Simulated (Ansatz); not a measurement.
## Se: phonons with LDA

Crystal: Se.

```
Se
1.0
     1.39427   -4.03900    0.00000
     1.39427    4.03900    0.00000
     0.00000    0.00000    4.61343
Se
2
Direct
  0.06648 0.93879 0.24590
  0.91308 0.04970 0.75607
```

This isn't the form of Se at room conditions, which is trigonal, of chains.

The cell isn't the ideal one: atoms moved at random, drawn with an rms of 0.1 Å.

```yaml
Program: Ansatz 0.2.0
Task: phonons
Functional: LDA
Potentials_or_basis: all-electron LAPW, scalar-relativistic
Cutoff: 307 eV (chosen from the basis error)
Basis_error_allowed: 0.001 eV/atom
k_mesh: 7 × 7 × 5
Occupations: fermi-dirac, width 0.02 eV
Spin: no spin polarisation
```

| Quantity | Value |
| --- | --- |
| Largest force | 0.193 eV/Å |
| Band gap on the k mesh | none (metal or under the smearing width) |
| Highest phonon frequency at Γ | 180 cm⁻¹ |

Forces on the atoms (eV/Å):
```
Se  -0.080  0.173  0.032
Se   0.080 -0.173 -0.032
```

Levels at points of the mesh, in eV from the Fermi level:
| k point | band 22 | band 23 | band 24 | band 25 | band 26 | band 27 |
| --- | --- | --- | --- | --- | --- | --- |
| (0.00, 0.00, 0.00) | -2.19 | -1.85 | 2.26 | 2.47 | 4.53 | 5.51 |

Phonon frequencies in cm⁻¹ (negative: imaginary):
```csv
q point,frequencies
"(0.000, 0.000, 0.000)",0 0 0 69 96 180
```

Run time: 12 min on 1 thread of Intel(R) Xeon(R) Processor @ 2.70GHz, with other jobs on the host, peak memory 0.53 GiB.

Caveat: the k mesh is thin for a metal, which can move the energy by tens of meV per atom; a metal's response needs a denser mesh.
